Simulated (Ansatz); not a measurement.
## BaTiO$_{3}$: a vibration from a frozen displacement

Computed with DFT PBE, scalar-relativistic, plane waves, PAW in Ansatz. Cutoff 420 eV, Γ-centred 8×8×8 k-points, Gaussian smearing of 0.05 eV. Spin–orbit coupling is left out, which matters for the heavy elements here. No spin polarisation. Energies are free energies at this smearing, counted from the undisturbed cell; pressure is positive in compression.

Zero of the scan (relaxed at this level; it needn't be the usual structure):

```
Ba Ti O
1.0
     4.01923    0.00000    0.00000
     0.00000    4.01923    0.00000
     0.00000    0.00000    4.01928
Ba Ti O
1 1 3
Direct
  0.00000 0.00000 0.00000
  0.50000 0.50000 0.50000
  0.50000 0.50000 0.00000
  0.50000 0.00000 0.50000
  0.00000 0.50000 0.50000
```

Every O atom is moved by x along the Cartesian unit vector (0.707, -0.707, 0.000); the cell and all other atoms stay fixed. The cell's volume is 64.93 Å³; the moved atoms weigh 47.997 u together and the others 185.194 u. Some rows repeat others by symmetry and weren't run.

```csv
x (Å),ΔE (meV/cell),total force on the moved atoms along the move (eV/Å),pressure (GPa)
-0.3000,95.85,1.6989,6.0587
-0.2625,43.74,1.1012,4.5918
-0.2250,11.71,0.6279,3.3397
-0.1875,-4.87,0.2763,2.2965
-0.1500,-10.48,0.0420,1.4563
-0.1125,-9.37,-0.0841,0.8128
-0.0750,-5.35,-0.1167,0.3597
-0.0375,-1.52,-0.0779,0.0910
0.0000,0.00,0.0000,0.0020
0.0375,-1.52,0.0779,0.0910
0.0750,-5.35,0.1167,0.3597
0.1125,-9.37,0.0841,0.8128
0.1500,-10.48,-0.0420,1.4563
0.1875,-4.87,-0.2763,2.2965
0.2250,11.71,-0.6279,3.3397
0.2625,43.74,-1.1012,4.5918
0.3000,95.85,-1.6989,6.0587
```

What frequency belongs to this motion?

The force constant is k = −dF/dx = -2.078 eV/Å², from the parabola through x = -0.0375, 0 and 0.0375. In every cell the moved atoms swing against the rest, so the mass is μ = m₁m₂/(m₁ + m₂) = 38.118 u, and ν̃ = 521.5 cm⁻¹ × √(|k|/μ) = 122i cm⁻¹. The pattern needn't be a normal mode: ν̃² is then a weighted mean of the squared nonzero frequencies at the zone centre of this cell, taken without macroscopic field, so it lies between the lowest and the highest of them, and at least one of them is imaginary.

Where does the displacement stop?

The energy turns up again: a parabola through the lowest point and its two neighbours puts the minimum at x ≈ -0.14 Å, 11 meV a cell below the start. A quartic well E = kx²/2 + bx⁴ through that position would be −kx₀²/4 = 10 meV deep. For scale, k_BT is 26 meV at 300 K, but cells are coupled, so the depth doesn't fix a transition temperature; relaxing the other atoms and the cell can only lower the minimum further below this start.

Cost: 9 runs of about 3.2 core-minutes in all, on AMD EPYC 7R43 (Zen 3) (shared hosts).

The double well shows that cubic BaTiO₃ is unstable to a polar shift of the oxygen sublattice against the cations, as expected for this ferroelectric. The textbook cause is the formally empty Ti 3d shell: off-centring lets it mix more strongly with O 2p, which weakens the short-range repulsion enough for the long-range dipolar attraction to win. At larger displacements, repulsion in the shortened Ti–O contacts takes over and closes the well.

Holding Ba and Ti rigid relative to each other probably understates the instability, since the soft mode is mainly Ti moving against O. The pressure rises roughly as the square of the displacement, reaching 1.4563 GPa at 0.1500 Å. The polar distortion therefore favours a larger cell, and compression should work against it. PBE's usual overestimate of the volume in such perovskites would then exaggerate the instability. A scan along one direction cannot rank the tetragonal, orthorhombic and rhombohedral polar phases.
